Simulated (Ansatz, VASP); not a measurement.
**Ga: VASP beside Ansatz**

Contents of INCAR:

```
PREC = Accurate ; ENCUT = 520
EDIFF = 1E-6 ; ISMEAR = -1
SIGMA = 0.1 ; LREAL = F
LASPH = T ; NELM = 60
ALGO = Normal ; ISIF = 2
LWAVE = F ; LCHARG = F
GGA = RE ; NBANDS = 12
```

The input KPOINTS:

```
regular mesh
0
Gamma
  14 14 14
```

POSCAR

```
Ga
1.0
    0.0000000000      2.0473716935      2.0473716935
    2.0473716935      0.0000000000      2.0473716935
    2.0473716935      2.0473716935      0.0000000000
Ga
1
Direct
    0.0000000000      0.0000000000      0.0000000000
```

Input for Ansatz:

```yaml
crystal:
  lattice:
    - [0.0, 2.0473716935, 2.0473716935]
    - [2.0473716935, 0.0, 2.0473716935]
    - [2.0473716935, 2.0473716935, 0.0]
  atoms:
    - { symbol: Ga, position: [0.0, 0.0, 0.0] }
hamiltonian:
  xc: revpbe
  pseudopotentials:
    kind: paw
    azcp:
      Ga: "pseudopotentials/Ga.paw.azcp"
basis:
  ecutwfc: 420
  fft_grid_basis: typed
kpoints:
  mp_grid: { grid: [14, 14, 14], shift: [0, 0, 0] }
magnetization:
  spin_polarized: false
scf:
  occupations: { method: fermi_dirac, width: 0.1 }
  lower_state_search: "off"
output:
  stress: true
  write_density: true
  write_potential: true
  elf: true
  volumetric_format: npy
```

Alike in both runs: task single point; functional revPBE; k mesh 14 × 14 × 14; occupations fermi-dirac, width 0.1 eV; no spin polarisation.

|  | VASP | Ansatz |
| --- | --- | --- |
| version | VASP 6.6.1 | Ansatz 0.2.0 |
| potentials or method | VASP PAW PBE potentials, release 64 (Ga_d) | plane waves (420 eV) with PAW, scalar-relativistic |
| plane-wave cutoff (eV) | 520 | 420 |
| valence electrons in the cell | 13 | 13 |

|  | VASP | Ansatz | Ansatz less VASP |
| --- | --- | --- | --- |
| pressure (GPa) | 7.7 | 7.6 | -0.14 |

Caveats: the PAW data sets were made with another functional, which shifts forces and pressure a little (VASP).
